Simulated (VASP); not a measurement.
# SnTe (F-43m) in VASP: single point with r2SCAN

Aim: the single point of SnTe with r2SCAN.

All numbers are computed with VASP 6.6.1; they aren't measurements. Logs are shortened: lines on timing, memory, paths and dates and some standing lists are left out, and cuts for length are marked.

**1. The crystal as given**

The structure is cubic, space group F-43m (No. 216). Conventional cell: a = 7.222 Å, b = 7.222 Å, c = 7.222 Å, α = 90.00°, β = 90.00°, γ = 90.00°. Sn (site symmetry -43m) is surrounded by 4 Te at 3.13 Å. Around Te (site symmetry -43m) lie 4 Sn at 3.13 Å.

Measurements of this composition are mostly on another form, of space group No. 225.

**2. Single point, r2SCAN**

Contents of POSCAR:

```
SnTe
1.0
    0.0000000000      3.6111460000      3.6111460000
    3.6111460000      0.0000000000      3.6111460000
    3.6111460000      3.6111460000      0.0000000000
Sn Te
1 1
Direct
    0.0000000000      0.0000000000      0.0000000000
    0.7500000000      0.7500000000      0.7500000000
```

Contents of INCAR.step1:

```
  ALGO = Normal
  EDIFF = 1E-4
  ENCUT = 520
  GGA = PE
  ISMEAR = 0
  LASPH = True
  LCHARG = False
  LREAL = False
  LWAVE = True
  NBANDS = 17
  NELM = 100
  PREC = Accurate
  SIGMA = 0.1
```

Contents of INCAR.step2:

```
  ALGO = Normal
  EDIFF = 1E-7
  ENCUT = 520
  ISIF = 2
  ISMEAR = 0
  ISTART = 1
  LASPH = True
  LCHARG = False
  LMIXTAU = True
  LREAL = False
  LWAVE = False
  METAGGA = R2SCAN
  NBANDS = 17
  NELM = 100
  PREC = Accurate
  SIGMA = 0.1
```

Contents of KPOINTS:

```
k-points
0
Gamma
  4 4 4
```

Potentials or basis: VASP PAW PBE potentials, release 64 (Sn_d, Te).

Started as:

```bash
$ cat potpaw_PBE.64/Sn_d/POTCAR potpaw_PBE.64/Te/POTCAR > POTCAR
$ cp INCAR.step1 INCAR
$ mpirun -np 1 vasp_std > vasp.out
$ cp INCAR.step2 INCAR
$ mpirun -np 1 vasp_std > vasp.out
```

OUTCAR:

```text
EDIFF = 1E-7
   ENCUT = 520
   ISIF = 2
   ISMEAR = 0
   ISTART = 1
   LASPH = True
   LREAL = False
   METAGGA = R2SCAN
   NELM = 100
   PREC = Accurate

 ion  position               nearest neighbor table
   1  0.000  0.000  0.000-   2 3.13   2 3.13   2 3.13   2 3.13
   2  0.750  0.750  0.750-   1 3.13   1 3.13   1 3.13   1 3.13

  LATTYP: Found a face centered cubic cell.
 ALAT       =     7.2222920000

  Lattice vectors:

 A1 = (   0.0000000000,   3.6111460000,   3.6111460000)
 A2 = (   3.6111460000,   0.0000000000,   3.6111460000)
 A3 = (   3.6111460000,   3.6111460000,   0.0000000000)

Analysis of symmetry for initial positions (statically):
=====================================================================
 Subroutine PRICEL returns:
 Original cell was already a primitive cell.

 Routine SETGRP: Setting up the symmetry group for a
 face centered cubic supercell.

 Subroutine GETGRP returns: Found 24 space group operations
 (whereof 24 operations were pure point group operations)
 out of a pool of 48 trial point group operations.

The static configuration has the point symmetry T_d .

Analysis of symmetry for dynamics (positions and initial velocities):
=====================================================================
 Subroutine PRICEL returns:
 Original cell was already a primitive cell.

 Routine SETGRP: Setting up the symmetry group for a
 face centered cubic supercell.

 Subroutine GETGRP returns: Found 24 space group operations
 (whereof 24 operations were pure point group operations)
 out of a pool of 48 trial point group operations.

The dynamic configuration has the point symmetry T_d .

 Subroutine INISYM returns: Found 24 space group operations
 (whereof 24 operations are pure point group operations),
 and found     1 'primitive' translations

----------------------------------------------------------------------------------------

                                     Primitive cell

  volume of cell :      94.1814

  direct lattice vectors                    reciprocal lattice vectors
     0.000000000  3.611146000  3.611146000    -0.138460201  0.138460201  0.138460201
     3.611146000  0.000000000  3.611146000     0.138460201 -0.138460201  0.138460201
     3.611146000  3.611146000  0.000000000     0.138460201  0.138460201 -0.138460201

  length of vectors
     5.106931649  5.106931649  5.106931649     0.239820102  0.239820102  0.239820102

  position of ions in fractional coordinates (direct lattice)
     0.000000000  0.000000000  0.000000000
     0.750000000  0.750000000  0.750000000

  ion indices of the primitive-cell ions
   primitive index   ion index
                 1           1
                 2           2

----------------------------------------------------------------------------------------

 KPOINTS: k-points

Automatic generation of k-mesh.
 Grid dimensions read from file:
 generate k-points for:    4    4    4

 Generating k-lattice:

  Cartesian coordinates                     Fractional coordinates (reciprocal lattice)
    -0.034615050  0.034615050  0.034615050     0.250000000  0.000000000  0.000000000
     0.034615050 -0.034615050  0.034615050     0.000000000  0.250000000  0.000000000
     0.034615050  0.034615050 -0.034615050     0.000000000  0.000000000  0.250000000

  Length of vectors
     0.059955026  0.059955026  0.059955026

  Shift w.r.t. Gamma in fractional coordinates (k-lattice)
     0.000000000  0.000000000  0.000000000

 Subroutine IBZKPT returns following result:
 ===========================================

 Found      8 irreducible k-points:

 Following reciprocal coordinates:
            Coordinates               Weight
  0.000000  0.000000  0.000000      1.000000
  0.250000  0.000000  0.000000      8.000000
  0.500000  0.000000  0.000000      4.000000
  0.250000  0.250000  0.000000      6.000000
  0.500000  0.250000  0.000000     24.000000
 -0.250000  0.250000  0.000000     12.000000
  0.500000  0.500000  0.000000      3.000000
 -0.250000  0.500000  0.250000      6.000000
   k-points           NKPTS =      8   k-points in BZ     NKDIM =      8   number of bands    NBANDS=     17
   number of dos      NEDOS =    301   number of ions     NIONS =      2
   total plane-waves  NPLWV =  64000
   dimension x,y,z NGX =    40 NGY =   40 NGZ =   40
   dimension x,y,z NGXF=    80 NGYF=   80 NGZF=   80
   ions per type =               1   1
   NGX,Y,Z   is equivalent  to a cutoff of  13.02, 13.02, 13.02 a.u.
   NGXF,Y,Z  is equivalent  to a cutoff of  26.04, 26.04, 26.04 a.u.
 SYSTEM =  unknown system
   PREC   = accura    normal or accurate (medium, high low for compatibility)
   ISTART =      1    job   : 0-new  1-cont  2-samecut
   ICHARG =      0    charge: 1-file 2-atom 10-const
   ISPIN  =      1    spin polarized calculation?
   LNONCOLLINEAR =      F non collinear calculations
   LSORBIT =      F    spin-orbit coupling
   LASPH  =      T    aspherical Exc in radial PAW
   ENCUT  =  520.0 eV  38.22 Ry    6.18 a.u.   9.50  9.50  9.50*2*pi/ulx,y,z
   NELM   =    100;   NELMIN=  2; NELMDL=  0     # of ELM steps
   EDIFF  = 0.1E-06   stopping-criterion for ELM
   LREAL  =      F    real-space projection
   EDIFFG = 0.1E-05   stopping-criterion for IOM
   NSW    =      0    number of steps for IOM
   IBRION =     -1    ionic relax: 0-MD 1-quasi-New 2-CG
   NFREE  =      0    steps in history (QN), initial steepest desc. (CG)
   ISIF   =      2    stress and relaxation
   ISYM   =      2    0-nonsym 1-usesym 2-fastsym
   POTIM  = 0.5000    time-step for ionic-motion
   TEBEG  =    0.0;   TEEND  =   0.0 temperature during run
   PSTRESS=    0.0 pullay stress
   NELECT =      20.0000    total number of electrons
   NUPDOWN=      -1.0000    fix difference up-down
   EMIN   =  10.00;   EMAX   =-10.00  energy-range for DOS
   EFERMI =   0.00;   METHOD = LEGACY
   ISMEAR =     0;   SIGMA  =   0.10  broadening in eV -4-tet -1-fermi 0-gaus
   EFERMI_NEDOS =   21; number of points for ismear=-14 and -15
   IALGO  =     38    algorithm
   IMIX   =      4    mixing-type and parameters
     AMIX     =   0.40;   BMIX     =  1.00
     AMIX_MAG =   1.60;   BMIX_MAG =  1.00
  volume/ion in A,a.u.               =      47.09       317.78
  Fermi-wavevector in a.u.,A,eV,Ry     =   0.976704  1.845704 12.979296  0.953951
  Thomas-Fermi vector in A             =   2.107344
   LORBIT       =      0    0 simple, 1 ext, 2 COOP (PROOUT), +10 PAW based schemes
   METAGGA = R2SCAN    functional components
   LHFCALC =     F    Hartree Fock is set to
   AEXX    =    0.0000 exact exchange contribution
   IVDW    =     0    specifies the selected vdW correction
   LEPSILON=     F    determine dielectric tensor
   LRPA    =     F    only Hartree local field effects (RPA)
 non-spin polarized calculation
 Gauss-broadening in eV      SIGMA  =   0.10
  energy-cutoff  :      520.00
  volume of cell :       94.18
 maximum number of plane-waves:      2637
 NGX is ok and might be reduce to    40
   NGX = 19   NGY = 19   NGZ = 19

 number of electron      19.9999999 magnetization

 Free energy of the ion-electron system (eV)
  ---------------------------------------------------
  ext. energy  EPLUGINS =         0.00000000
  ---------------------------------------------------
  free energy    TOTEN  =       -50.07504458 eV

  energy without entropy =      -50.07122951  energy(sigma->0) =      -50.07313705

 E-fermi :   3.1917     XC(G=0):  -7.9610

 val. band max:        3.0957211956   @ k =  -0.2500   0.5000   0.2500
 cond. band min:       3.2577907929   @ k =   0.5000   0.5000   0.0000
 fundamental gap:      0.1620695972
 Fermi energy:         3.1916608222

 k-point     1 :       0.0000    0.0000    0.0000
  band No.  band energies     occupation
      1     -19.4666      2.00000
      2     -19.4666      2.00000
      3     -19.4666      2.00000
      4     -19.4536      2.00000
      5     -19.4536      2.00000
      6      -8.9915      2.00000
[... 9 lines left out ...]
     16       9.8685      0.00000
     17      11.0195      0.00000

 k-point     2 :       0.2500    0.0000    0.0000
  band No.  band energies     occupation
      1     -19.4673      2.00000
      2     -19.4658      2.00000
      3     -19.4658      2.00000
      4     -19.4535      2.00000
      5     -19.4534      2.00000
      6      -8.7324      2.00000
[... 9 lines left out ...]
     16       9.2464      0.00000
     17      10.4666      0.00000

 k-point     3 :       0.5000    0.0000    0.0000
  band No.  band energies     occupation
      1     -19.4680      2.00000
      2     -19.4650      2.00000
      3     -19.4650      2.00000
      4     -19.4533      2.00000
      5     -19.4533      2.00000
      6      -8.4084      2.00000
[... 9 lines left out ...]
     16      10.3321      0.00000
     17      10.3321      0.00000

 k-point     4 :       0.2500    0.2500    0.0000
  band No.  band energies     occupation
      1     -19.4685      2.00000
      2     -19.4650      2.00000
      3     -19.4650      2.00000
      4     -19.4539      2.00000
      5     -19.4531      2.00000
      6      -8.6395      2.00000
[... 9 lines left out ...]
     16      10.5027      0.00000
     17      12.3329      0.00000

 k-point     5 :       0.5000    0.2500    0.0000
  band No.  band energies     occupation
      1     -19.4691      2.00000
      2     -19.4643      2.00000
      3     -19.4642      2.00000
      4     -19.4539      2.00000
      5     -19.4530      2.00000
      6      -8.2976      2.00000
[... 9 lines left out ...]
     16      10.5930      0.00000
     17      11.4806      0.00000

 k-point     6 :      -0.2500    0.2500    0.0000
  band No.  band energies     occupation
      1     -19.4682      2.00000
      2     -19.4649      2.00000
      3     -19.4648      2.00000
      4     -19.4534      2.00000
      5     -19.4534      2.00000
      6      -8.4185      2.00000
[... 9 lines left out ...]
     16      10.2028      0.00000
     17      11.5879      0.00000

 k-point     7 :       0.5000    0.5000    0.0000
  band No.  band energies     occupation
      1     -19.4704      2.00000
      2     -19.4633      2.00000
      3     -19.4633      2.00000
      4     -19.4543      2.00000
      5     -19.4526      2.00000
      6      -8.1691      2.00000
[... 9 lines left out ...]
     16      11.6189      0.00000
     17      11.6189      0.00000

 k-point     8 :      -0.2500    0.5000    0.2500
  band No.  band energies     occupation
      1     -19.4693      2.00000
      2     -19.4646      2.00000
      3     -19.4634      2.00000
      4     -19.4539      2.00000
      5     -19.4530      2.00000
      6      -8.1658      2.00000
[... 9 lines left out ...]
     16      11.3279      0.00000
     17      11.4065      0.00000

------------------------ aborting loop because EDIFF is reached ----------------------------------------

  FORCE on cell =-STRESS in cart. coord.  units (eV):
  Direction    XX          YY          ZZ          XY          YZ          ZX
  --------------------------------------------------------------------------------------
  -------------------------------------------------------------------------------------
  Total       -0.4524912     -0.4524912     -0.4524912     -0.0000000      0.0000000     -0.0000000
  in kB       -7.6976040     -7.6976040     -7.6976040     -0.0000000      0.0000000     -0.0000000
  external PRESSURE =      -7.6976040 kB  Pullay stress =       0.0000000 kB

 VOLUME and BASIS-vectors are now :
 -----------------------------------------------------------------------------
  energy-cutoff  :      520.00
  volume of cell :       94.18
      direct lattice vectors                 reciprocal lattice vectors
     0.000000000  3.611146000  3.611146000    -0.138460201  0.138460201  0.138460201
     3.611146000  0.000000000  3.611146000     0.138460201 -0.138460201  0.138460201
     3.611146000  3.611146000  0.000000000     0.138460201  0.138460201 -0.138460201

 POSITION                                       TOTAL-FORCE (eV/Angst)
 -----------------------------------------------------------------------------------
      0.00000      0.00000      0.00000         0.000000      0.000000      0.000000
      5.41672      5.41672      5.41672        -0.000000     -0.000000     -0.000000
 -----------------------------------------------------------------------------------
    total drift:                               -0.000002     -0.000002     -0.000002

  FREE ENERGIE OF THE ION-ELECTRON SYSTEM (eV)
  ---------------------------------------------------
  free  energy   TOTEN  =       -50.0750445806 eV

  energy  without entropy=      -50.0712295117  energy(sigma->0) =      -50.07313705
```

Wall time 70 s (1 thread of Intel Xeon Platinum 8375C at 2.90GHz (Ice Lake), shared host); peak memory 0.26 GiB.

What came out:

- Free energy: -50.0750 eV
- Pressure: -0.8 GPa
- Band gap on the k mesh: 0.16 eV, indirect (least direct gap 0.90 eV)

Caveat: the PAW data sets were made with another functional, which shifts forces and pressure a little; spin-orbit coupling is left out, which moves the levels of the heavy elements. A k mesh can miss the band edges.
